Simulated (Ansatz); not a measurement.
Crystal: TiCo.

```
CELL_PARAMETERS angstrom
2.98611 0.00000 0.00000
0.00000 2.98611 0.00000
0.00000 0.00000 2.98611
ATOMIC_POSITIONS crystal
Co 0.50000 0.50000 0.50000
Ti 0.00000 0.00000 0.00000
```

The cell comes from a database or a generator and needn't be the stable form of this composition.

```yaml
Program: Ansatz 0.2.0
Task: relaxation of cell and atoms
Functional: PBEsol
Potentials_or_basis: Ansatz PAW
Cutoff: "420 eV (not typed: the program's choice for these potentials)"
k_mesh: 9 × 9 × 9
Occupations: fermi-dirac, width 0.05 eV
Spin: collinear spin, ferromagnetic start
Starting_moments: "[2.0, 1.0] μB"
```

At the start: volume 13.31 Å³/atom.

Task: How do energy, volume and symmetry change on relaxing?

Result: It ends after 4 steps and the volume is 12.68 Å³/atom (-4.8 %); space group Pm-3m (No. 221, to 0.05 Å); moment 0.61 μB per cell.

The path:
| step | energy change (eV) | largest force (eV/Å) | volume (Å³) |
| --- | --- | --- | --- |
| 1 | 0.0000 | 0.0000 | 26.63 |
| 2 | -0.0343 | 0.0000 | 25.39 |
| 3 | -0.0343 | 0.0000 | 25.36 |
| 4 | -0.0338 | 0.0000 | 25.36 |

Final structure:
```
Co Ti
1.0
     2.93795    0.00000    0.00000
     0.00000    2.93795    0.00000
     0.00000    0.00000    2.93795
Co Ti
1 1
Direct
  0.50000 0.50000 0.50000
  0.00000 0.00000 0.00000
```

Caveat: the plane-wave basis is chosen anew once the cell has moved, so the energies of steps on either side of that aren't comparable; the PAW data sets come from PBE, with cores solved anew for the run's functional, which leaves a small shift of forces and pressure.
